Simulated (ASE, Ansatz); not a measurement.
**Localised basis functions on P6_3/mmc (COD entry) MoS2, displaced supercell (54 atoms)**

Aim: test how closely localised support functions follow the reference on P6_3/mmc (COD entry) MoS2, displaced supercell (54 atoms), and at what cost. A setting counts as converged where the r.m.s. difference of forces stays under 1 % of the r.m.s. force.

Main program and level: Ansatz 0.2.0; Kohn-Sham DFT, PBE, PAW (set soft_2), plane waves.

The database entry behind the starting cell differs from later determinations by our own check (about 0.3 % long), so it need not match the best structure at ambient conditions.

## (1) The starting structure

The cell holds 54 atoms: 18 Mo and 36 S. Its edges and angles: a = 9.507 Å, b = 9.507 Å, c = 12.324 Å, α = 90.0°, β = 90.0°, γ = 120.0°. It derives from MoS2 (P6_3/mmc, COD entry), repeated 3×3×1. P6_3/mmc (COD entry) MoS2 (cell 3.169, 3.169, 12.32, 90, 90, 120), 3 x 3 x 1 conventional cells; every coordinate displaced by a Gaussian of 0.05 Å.

Before any run, some limits are plain. The main run has no spin polarisation, so moments on Mo can't form in it, and no Hubbard term.

## (2) Plane-wave single point

The first run fixes the reference, at a cutoff of 420 eV.

input.yaml

```yaml
crystal:
  lattice:
    - [9.507, 0.0, 0.0]
    - [-4.7535, 8.2333, 0.0]
    - [0.0, 0.0, 12.324]
  atoms:
    - { symbol: Mo, position: [0.11555, 0.22039, 0.24668] }
    - { symbol: Mo, position: [0.21611, 0.10493, 0.74229] }
    - { symbol: S, position: [0.11129, 0.21246, 0.62653] }
    - { symbol: S, position: [0.21775, 0.10983, 0.12242] }
    - { symbol: S, position: [0.22999, 0.11987, 0.36974] }
    - { symbol: S, position: [0.11085, 0.22536, 0.87292] }
    - { symbol: Mo, position: [0.11588, 0.55642, 0.25162] }
    - { symbol: Mo, position: [0.22022, 0.44294, 0.74702] }
    - { symbol: S, position: [0.11933, 0.56237, 0.61963] }
    - { symbol: S, position: [0.22793, 0.4518, 0.12029] }
    - { symbol: S, position: [0.23737, 0.45592, 0.37574] }
    - { symbol: S, position: [0.11747, 0.56176, 0.87984] }
    - { symbol: Mo, position: [0.1219, 0.89776, 0.241] }
    - { symbol: Mo, position: [0.21567, 0.7673, 0.75161] }
    - { symbol: S, position: [0.10152, 0.89054, 0.61902] }
    - { symbol: S, position: [0.21637, 0.77436, 0.12565] }
    - { symbol: S, position: [0.2227, 0.78483, 0.37467] }
    - { symbol: S, position: [0.12112, 0.89035, 0.87445] }
    - { symbol: Mo, position: [0.43954, 0.21912, 0.24611] }
    - { symbol: Mo, position: [0.55798, 0.11243, 0.7553] }
    - { symbol: S, position: [0.45054, 0.2198, 0.61994] }
    - { symbol: S, position: [0.54615, 0.10283, 0.12901] }
    - { symbol: S, position: [0.55516, 0.09859, 0.3757] }
    - { symbol: S, position: [0.44225, 0.21802, 0.87305] }
    - { symbol: Mo, position: [0.439, 0.54613, 0.25847] }
    - { symbol: Mo, position: [0.5569, 0.44112, 0.7485] }
    - { symbol: S, position: [0.45419, 0.55787, 0.62762] }
    - { symbol: S, position: [0.55207, 0.44575, 0.12827] }
    - { symbol: S, position: [0.55235, 0.44823, 0.37869] }
    - { symbol: S, position: [0.44488, 0.55522, 0.87705] }
    - { symbol: Mo, position: [0.45446, 0.89271, 0.24974] }
    - { symbol: Mo, position: [0.55912, 0.76845, 0.75148] }
    - { symbol: S, position: [0.44096, 0.88563, 0.62123] }
    - { symbol: S, position: [0.5441, 0.77359, 0.12084] }
    - { symbol: S, position: [0.54609, 0.77977, 0.37377] }
    - { symbol: S, position: [0.44614, 0.88466, 0.87597] }
    - { symbol: Mo, position: [0.77444, 0.21438, 0.25261] }
    - { symbol: Mo, position: [0.89209, 0.10986, 0.7501] }
    - { symbol: S, position: [0.7806, 0.22696, 0.61782] }
    - { symbol: S, position: [0.89674, 0.11452, 0.11993] }
    - { symbol: S, position: [0.88979, 0.11815, 0.36387] }
    - { symbol: S, position: [0.77209, 0.21965, 0.87929] }
    - { symbol: Mo, position: [0.78288, 0.55852, 0.25555] }
    - { symbol: Mo, position: [0.88743, 0.43526, 0.74933] }
    - { symbol: S, position: [0.78076, 0.55154, 0.62593] }
    - { symbol: S, position: [0.88865, 0.44047, 0.12176] }
    - { symbol: S, position: [0.88241, 0.44779, 0.37807] }
    - { symbol: S, position: [0.7719, 0.54269, 0.87748] }
    - { symbol: Mo, position: [0.77024, 0.88535, 0.25037] }
    - { symbol: Mo, position: [0.89364, 0.77786, 0.74825] }
    - { symbol: S, position: [0.78462, 0.89407, 0.62285] }
    - { symbol: S, position: [0.88627, 0.77704, 0.12669] }
    - { symbol: S, position: [0.89468, 0.7759, 0.3761] }
    - { symbol: S, position: [0.77316, 0.88302, 0.87543] }
kpoints:
  mp_grid: { grid: [2, 2, 1] }
hamiltonian:
  xc: pbe
scf:
  occupations: { method: gaussian, width: 0.05 }
output:
  forces: true
  stress: true
  populations: true
  dos:
    method: { smearing: { sigma: 0.1 } }
    de: 0.1
    projected: { site_lists: { Mo: [Mo], S: [S] } }
  eigenvalues: true
  write_density: true
  write_potential: true
  volumetric_format: npy
```

On the command line:

```bash
ansatz run input.yaml --threads 4 --pin off --max-ram 8192MiB --backend cpu --events-out ev --progress --plain --runs-dir out
```

Numbers of over 12 decimals in the logs are rounded to 6 here.

Output:

```text
Engine: ansatz 0.2.0, aarch64-unknown-linux-gnu
Pseudopotentials: kind: paw
Pseudopotential: Mo, paw, valence charge 14, recommended cutoff 420 eV (normal), Mo.paw.azcp
Pseudopotential: S, paw, valence charge 6, recommended cutoff 420 eV (normal), S.paw.azcp
[... 5 lines on functional and potentials left out ...]
Crystal: 54 atoms, lattice volume = 964.649 Å³
Basis set: ecut = 420 eV, 18809 PW (Γ), exchange–correlation on 128×128×180 points (8 copies of the dense FFT grid, shifted against one another)
Bands: 288, of which v1, the nominal top of the filled ones, is band 234 counted from 1 (233 counted from 0)
Symmetry: 1 space group operations
Space group: P1 (ITA 1), of the structure as read, at distance tolerance 9.9e-5 Å
k-points: 4
[... 5 lines on functional and potentials left out ...]
Initial density: superposition of atomic densities (neutral atoms: chi_scale 0, normalization atom), corrected by the library's trained network
Initial wavefunctions: pseudopotential atomic-orbital guess
Functional: x = pbe(κ = 0.804, μ = 0.219515), c = pbe(β = 0.066725)
SCF iter   1: F=—  HF=-121726.080489 eV  |F-HF|=—  |Δ(HF+E_count)|=         —  Δρ=5.83e-3  dr2=1.30e-1  ethr=1.77e-3  ⟨swp⟩=6.0  Hψ=4327  notcnv=0
preconditioner: auto → Resta (q_TF=auto, 2.418 Å⁻¹)  ε∞=8.7  [insulator: Δε(μ)=0.788 eV  Ē_g=7.738 eV  σ=0.050 eV  W_gap=1.00  n_scr=224 (ndim 8)  ℏωp=21.5 eV  f_vac=0.018  D(μ)=0.00/eV (n_scr^D=0)  ε∞_Penn≈8.7]
SCF iter   2: F=—  HF=-121726.150099 eV  |F-HF|=—  |Δ(HF+E_count)|=   6.96e-2  Δρ=3.31e-3  dr2=3.46e-2  ethr=2.77e-5  ⟨swp⟩=2.0  Hψ=1975  notcnv=0  defer=19
SCF iter   3: F=—  HF=-121726.188646 eV  |F-HF|=—  |Δ(HF+E_count)|=   3.85e-2  Δρ=1.49e-3  dr2=3.86e-2  ethr=7.40e-6  ⟨swp⟩=2.0  Hψ=1461  notcnv=0  defer=19
SCF iter   4: F=—  HF=-121726.189051 eV  |F-HF|=—  |Δ(HF+E_count)|=   4.05e-4  Δρ=3.13e-4  dr2=1.76e-3  ethr=7.40e-6  ⟨swp⟩=2.0  Hψ=1430  notcnv=0  defer=19
SCF iter   5: F=—  HF=-121726.189083 eV  |F-HF|=—  |Δ(HF+E_count)|=   3.23e-5  Δρ=1.26e-4  dr2=2.16e-4  ethr=3.76e-7  ⟨swp⟩=2.0  Hψ=1452  notcnv=0  defer=19
SCF iter   6: F=—  HF=-121726.189133 eV  |F-HF|=—  |Δ(HF+E_count)|=   5.02e-5  Δρ=6.25e-5  dr2=6.31e-5  ethr=4.63e-8  ⟨swp⟩=2.0  Hψ=1498  notcnv=0  defer=19
SCF iter   7: F=—  HF=-121726.191239 eV  |F-HF|=—  |Δ(HF+E_count)|=   2.11e-3  Δρ=4.20e-5  dr2=3.56e-5  ethr=1.35e-8  ⟨swp⟩=2.0  Hψ=1653  notcnv=0  defer=195
SCF iter   8: F=—  HF=-121726.191241 eV  |F-HF|=—  |Δ(HF+E_count)|=   1.96e-6  Δρ=1.35e-5  dr2=4.25e-6  ethr=7.61e-9  ⟨swp⟩=2.0  Hψ=1372  notcnv=0  defer=195
SCF iter   9: F=—  HF=-121726.191243 eV  |F-HF|=—  |Δ(HF+E_count)|=   1.96e-6  Δρ=1.09e-5  dr2=3.17e-6  ethr=9.08e-10  ⟨swp⟩=2.0  Hψ=1461  notcnv=0  defer=195
SCF iter  10: F=—  HF=-121726.191243 eV  |F-HF|=—  |Δ(HF+E_count)|=   1.67e-7  Δρ=4.37e-6  dr2=4.86e-7  ethr=6.77e-10  ⟨swp⟩=2.0  Hψ=1461  notcnv=0  defer=195
SCF iter  11: F=-121726.191243 eV  HF=-121726.191243 eV  |F-HF|=1.41e-8  |Δ(HF+E_count)|=   4.12e-8  Δρ=1.89e-6  dr2=4.49e-8  ethr=2.14e-11  ⟨swp⟩=12.2  Hψ=8900  notcnv=0
SCF 1 converged in 11 iterations: F = -121726.191243 eV  dr2 = 4.49e-8
  greatest PAW one-centre occupation: 0.998 electrons in one spin orbital (limit 2), on the Mo atom at site 30 (counted from 0), in its partial waves of l = 0
SCF converged after 11 iterations
Free energy (F): -121726.191243 eV
Harris-Foulkes:  -121726.191243 eV  (|F-HF|=1.41e-8)
Internal energy: -121726.191243 eV  (E = F + TS)
E sigma→0 (E₀):  -121726.191243 eV
Fermi energy:    11.336959 eV
--- Per-component energies (eV) ---
  E_band       = -2821.163405
  E_kinetic    = 11832.805302
  E_local      = -35728.603386  (includes V_loc(G=0)·N_el)
  E_nonlocal   = 3589.057606
  E_hartree    = 13774.488396
  E_xc         = -6820.709932
  E_vxc        = -7300.359014  (∫ρ·V_xc dr)
  E_paw        = -79229.869842  (= ΣΔE_a)
  E_vpaw       = -2763.037102  (= ΣTr[D̂ρ^β])
  E_aug_tail   = 0.000799  (compensation charges beyond the density's cutoff)
  E_ewald      = -29143.360185
  E_smearing   = -0.000000  (= −TS)
  E_closure    = -0.000000  (closes the sum)
  Σ components = -121726.191243   (vs F -121726.191243, Δ=0.00e0)
--- Forces (eV/Å), atoms counted from 1 ---
  atom   1  Mo    -1.03591854     1.70933987    -0.13839946
  atom   2  Mo     1.96732104     0.69182876     2.22207525
  atom   3  S     -1.10134470     1.19003373    -1.67512081
  atom   4  S      0.58963312     0.71343730    -1.78692610
  atom   5  S     -0.32438191    -1.01452187     1.25548960
  atom   6  S      0.52651770    -0.41381872     0.36560188
  atom   7  Mo    -1.00005421    -0.35957433    -0.22296403
  atom   8  Mo     0.76828428     0.50418612     0.53210942
  atom   9  S     -0.51898026    -1.08821101     0.15317612
  atom  10  S     -0.00336702    -0.58881773     0.67718796
  atom  11  S     -2.03301641    -1.92455709     1.64651239
  atom  12  S     -0.24362712    -1.29340852    -0.30781742
  atom  13  Mo    -1.86230944    -1.43902042     2.89196855
  atom  14  Mo     0.37779416     2.14231980    -1.28118695
[...]
atom  53  S     -0.32312206     1.16586058    -0.03759075
  atom  54  S      0.95458494     0.35258348     0.35093778
  max |Σ_I F_I| component: 1.22e-5 eV/Å
--- Stress (GPa, compression-positive) ---
        3.837817      -0.498988       0.172043
       -0.498988       3.852257      -0.616553
        0.172043      -0.616553       6.133667
  P = ⅓ Tr σ = 4.6079 GPa (46.079 kbar)
--- Band table (eV) ---
  k-point 0: bands = ["-50.6260", "-50.6166", "-50.6113", "-50.6033", [... 272 levels ...], "13.4826", "13.5937", "13.6549", "13.7038", "13.7335", "13.8004", "13.8332", "13.8752", "13.9765", "14.0215", "14.0415", "14.0680"]
[...]
--- Löwdin populations: 54 sites ---
  site symbol       q [e]
     0     Mo     13.7101
     1     Mo     13.6955
     2      S      6.0086
[...]
53      S      6.0546
  spilling = 0.007789 (of n_electrons = 468.000000)
```

Elapsed: 48 s, on 4 threads of Arm Neoverse V2, shared host; peak memory 4.8 GiB.

Numbers from this run:

```
free energy                                      : -121726.1912 eV
free energy per atom                             : -2254.1887 eV/atom
SCF cycles                                       : 11
pressure                                         : 4.608 GPa
r.m.s. force component                           : 1.108 eV/Å
longest force                                    : 5.001 eV/Å
Fermi energy                                     : 11.34 eV
gap (highest filled to lowest empty level) : 0.785 eV
spilling of the projection                       : 0.007789
```

The r.m.s. force component of 1.1 eV/Å sets the scale for the differences below.

## (3) Support functions low

The cell is solved in localised support functions. The level low gives here a grid of 48×48×54 points and a radius of 3.94 Å.

This step: Kohn-Sham DFT, PBE, PAW (set soft_2), localised support functions (low) (Ansatz 0.2.0).

input.yaml, the sections that differ from step 2:

```yaml
scf:
  occupations: { method: gaussian, width: 0.05 }
  eigensolver: { kind: { support_functions: { accuracy: low } } }
  max_iter: 150
output:
  forces: true
  eigenvalues: true
# crystal, kpoints, hamiltonian: as in step 2
```

Output:

```text
Warning: scf.eigensolver.kind.support_functions: disabling space-group detection — the functions' gradient is summed over unrotated k-points, so no spatial operation reduces the k-mesh or symmetrises the density; time reversal is kept, so that k and −k are solved as one point where they differ and the mesh holds both, and exact exchange and, on two spinor components, a DFT+U term hold to it where the run has them: [...]
settings of this run that can trade accuracy for cost: scf.eigensolver.kind.support_functions; scf.eigensolver.kind.support_functions.accuracy: low [...]
[...]
Crystal: 54 atoms, lattice volume = 964.649 Å³
Basis set: ecut = 420 eV, 18809 PW (Γ), exchange–correlation on 128×128×180 points (8 copies of the dense FFT grid, shifted against one another)
Bands: 281, of which v1, the nominal top of the filled ones, is band 234 counted from 1 (233 counted from 0)
Symmetry: 1 space group operations
k-points: 4
[...]
Eigensolver: Support functions (low, 48×48×54 points, laid for a spacing of at most 0.246777 Å, radius 3.942013 Å, 2 species' potentials softened for the grid, 2 wholly corrected for its errors in the mean over positions, 2 with the egg-box correction, energy correction by stochastic trace)
[...]
SCF iter   1: F=—  HF=-121713.037503 eV  |F-HF|=—  |Δ(HF+E_count)|=         —  Δρ=5.44e-2  dr2=3.01e1  ethr=1.00e-1
[...]
SCF iter   9: F=—  HF=-121726.158291 eV  |F-HF|=—  |Δ(HF+E_count)|=   6.26e-3  Δρ=2.44e-5  dr2=1.13e-5  ethr=1.02e-8  κ⁻¹=1.6e-7(r=7)
SCF iter  10: F=-121726.163037 eV  HF=-121726.163039 eV  |F-HF|=2.20e-6  |Δ(HF+E_count)|=   4.75e-3  Δρ=1.05e-5  dr2=3.10e-6  ethr=2.42e-9
SCF 1 converged in 10 iterations: F = -121726.228121 eV  dr2 = 3.10e-6
[...]
SCF converged after 10 iterations
Stability not checked: this state was not tested for a lower state beside it, because the mixer in use, unlike msr1, does not test its closes by its own steps (another_mixer; see scf.mixing.algorithm and scf.lower_state_search)
Free energy (F): -121726.228121 eV
[...]
Internal energy: -121726.228121 eV  (E = F + TS)
E sigma→0 (E₀):  -121726.228121 eV
Fermi energy:    11.337245 eV
[...]
Σ components = -121726.228121   (vs F -121726.228121, Δ=0.00e0)
--- Forces (eV/Å), atoms counted from 1 ---
  atom   1  Mo    -1.03486878     1.70904612    -0.13775585
  atom   2  Mo     1.96584025     0.69156010     2.21959138
  atom   3  S     -1.10098037     1.18973863    -1.67379790
  atom   4  S      0.58993852     0.71309538    -1.78574559
[...]
atom  54  S      0.95507122     0.35215878     0.35022374
  max |Σ_I F_I| component: 3.60e-3 eV/Å
--- Band table (eV) ---
[...]
```

Run time: 1.9 min. Hardware: 4 threads; peak memory 2.7 GiB.

The program notes that the band table was not solved further than the SCF left it and it switched symmetry off.

Keys that differ from the reference: support_functions.accuracy = "low" and scf.max_iter = 150.

Forces differ from the reference by 0.90 meV/Å r.m.s., 0.081 % of their size, well within a tolerance of 1 %; the energy by -0.68 meV/atom. It took 1.9 min and 10 cycles; the reference's time can't be set against it, since the two runs asked for unlike analyses.

## (4) Support functions medium

The level medium is asked for. Here it resolves to the same grid and radius as in the run with support functions low, so the basis is not new.

This step: Kohn-Sham DFT, PBE, PAW (set soft_2), localised support functions (medium) (Ansatz 0.2.0).

input.yaml, the sections that differ from step 3:

```yaml
scf:
  occupations: { method: gaussian, width: 0.05 }
  eigensolver: { kind: { support_functions: { accuracy: medium } } }
  max_iter: 150
# crystal, kpoints, hamiltonian, output: as in step 3
```

Output:

```text
[...]
Crystal: 54 atoms, lattice volume = 964.649 Å³
Basis set: ecut = 420 eV, 18809 PW (Γ), exchange–correlation on 128×128×180 points (8 copies of the dense FFT grid, shifted against one another)
Bands: 281, of which v1, the nominal top of the filled ones, is band 234 counted from 1 (233 counted from 0)
Symmetry: 1 space group operations
k-points: 4
[...]
Eigensolver: Support functions (medium, 48×48×54 points, laid for a spacing of at most 0.246777 Å, radius 3.942013 Å, 2 species' potentials softened for the grid, 2 wholly corrected for its errors in the mean over positions, 2 with the egg-box correction, energy correction by stochastic trace)
[...]
SCF iter   1: F=—  HF=-121713.037503 eV  |F-HF|=—  |Δ(HF+E_count)|=         —  Δρ=5.44e-2  dr2=3.01e1  ethr=1.00e-1
[...]
SCF iter  11: F=—  HF=-121726.166880 eV  |F-HF|=—  |Δ(HF+E_count)|=   3.84e-3  Δρ=5.04e-6  dr2=1.39e-6  ethr=6.61e-10  κ⁻¹=5.8e-7(r=7)
SCF iter  12: F=-121726.166879 eV  HF=-121726.166880 eV  |F-HF|=2.55e-7  |Δ(HF+E_count)|=   3.22e-7  Δρ=3.58e-6  dr2=3.64e-7  ethr=2.97e-10
SCF 1 converged in 12 iterations: F = -121726.228069 eV  dr2 = 3.64e-7
[...]
SCF converged after 12 iterations
[...]
Free energy (F): -121726.228069 eV
[...]
Internal energy: -121726.228069 eV  (E = F + TS)
E sigma→0 (E₀):  -121726.228069 eV
Fermi energy:    11.337089 eV
[...]
Σ components = -121726.228069   (vs F -121726.228069, Δ=0.00e0)
--- Forces (eV/Å), atoms counted from 1 ---
  atom   1  Mo    -1.03495955     1.70913424    -0.13763541
  atom   2  Mo     1.96589195     0.69160759     2.21963542
  atom   3  S     -1.10086528     1.18972730    -1.67364606
  atom   4  S      0.58986918     0.71315341    -1.78588055
[...]
atom  54  S      0.95502464     0.35223636     0.35020796
  max |Σ_I F_I| component: 2.67e-3 eV/Å
--- Band table (eV) ---
[...]
```

Run time: 2.1 min. Hardware: 4 threads; peak memory 2.7 GiB; 8.2 min of CPU time.

Keys that differ from the reference: support_functions.accuracy = "medium" and scf.max_iter = 150.

Forces differ from the reference by 0.88 meV/Å r.m.s., 0.080 % of their size, well within a tolerance of 1 %; the energy by -0.68 meV/atom. It took 2.1 min and 12 cycles; the reference's time can't be set against it, since the two runs asked for unlike analyses.

## (5) Support functions medium, spacing 0.444 Å (grid laid 0.411 Å)

The grid spacing sets how fine a wave the support functions can hold. The typed value is an upper bound: the grid laid has 24×24×30 points, 0.411 Å apart at most.

input.yaml, the sections that differ from step 4:

```yaml
scf:
  occupations: { method: gaussian, width: 0.05 }
  eigensolver: { kind: { support_functions: { accuracy: medium, spacing: 0.444 } } }
  max_iter: 150
# crystal, kpoints, hamiltonian, output: as in step 4
```

Output:

```text
[...]
Crystal: 54 atoms, lattice volume = 964.649 Å³
Basis set: ecut = 420 eV, 18809 PW (Γ), exchange–correlation on 128×128×180 points (8 copies of the dense FFT grid, shifted against one another)
Bands: 281, of which v1, the nominal top of the filled ones, is band 234 counted from 1 (233 counted from 0)
Symmetry: 1 space group operations
k-points: 4
[...]
SCF iter   1: F=—  HF=-121694.295841 eV  |F-HF|=—  |Δ(HF+E_count)|=         —  Δρ=6.76e-2  dr2=3.12e1  ethr=1.00e-1
[...]
SCF iter  11: F=-121722.934916 eV  HF=-121722.934916 eV  |F-HF|=5.67e-7  |Δ(HF+E_count)|=   5.38e-3  Δρ=3.74e-6  dr2=7.20e-7  ethr=4.71e-10
SCF 1 converged in 11 iterations: F = -121723.021392 eV  dr2 = 7.20e-7
[...]
SCF converged after 11 iterations
[...]
Free energy (F): -121723.021392 eV
[...]
Internal energy: -121723.021392 eV  (E = F + TS)
E sigma→0 (E₀):  -121723.021392 eV
Fermi energy:    11.364083 eV
[...]
--- Forces (eV/Å), atoms counted from 1 ---
  atom   1  Mo    -1.11977780     1.75766086    -0.44699304
  atom   2  Mo     2.00772113     0.67404571     1.66903916
  atom   3  S     -1.11931835     1.19818444    -1.74878944
  atom   4  S      0.59254786     0.71669921    -1.85484117
  atom   5  S     -0.32881082    -1.00762931     1.30838246
  atom   6  S      0.53347359    -0.41728041     0.43528814
  atom   7  Mo    -1.02109282    -0.33258214    -0.05392508
  atom   8  Mo     0.82430260     0.47698320     0.23987130
  atom   9  S     -0.51271172    -1.08656061     0.09967652
  atom  10  S     -0.00705160    -0.57451538     0.61261315
  atom  11  S     -2.06845700    -1.92354635     1.73366157
  atom  12  S     -0.23956457    -1.29876105    -0.25156950
  atom  13  Mo    -1.83712925    -1.46098755     2.31296787
  atom  14  Mo     0.39643396     2.16382004    -1.13184313
[...]
atom  53  S     -0.33494225     1.17909699     0.03495583
  atom  54  S      0.96730970     0.34238315     0.41403099
  max |Σ_I F_I| component: 2.35e-1 eV/Å
--- Band table (eV) ---
[...]
```

Run time: 63 s. Hardware: 4 threads; peak memory 1.6 GiB.

The program notes that the forces don't sum to zero within tolerance and the grid leaves an egg-box force.

Forces differ from the reference by 114 meV/Å r.m.s., 10 % of their size, far over a tolerance of 1 %; the energy by +59 meV/atom and the gap by +0.0095 eV. The setting is coarser than the default on purpose.

(Part 1 of 2 ends here.)

[Logs are printed without paths, hosts, clocks, repeated set-up lines and the standing remarks that a program may print on its own settings, such as how far it seeks lower states.]

[Hosts, paths, dates, database ids (printed as entryN), source tags and the programs' standing remarks are cut or masked in the printed files.]
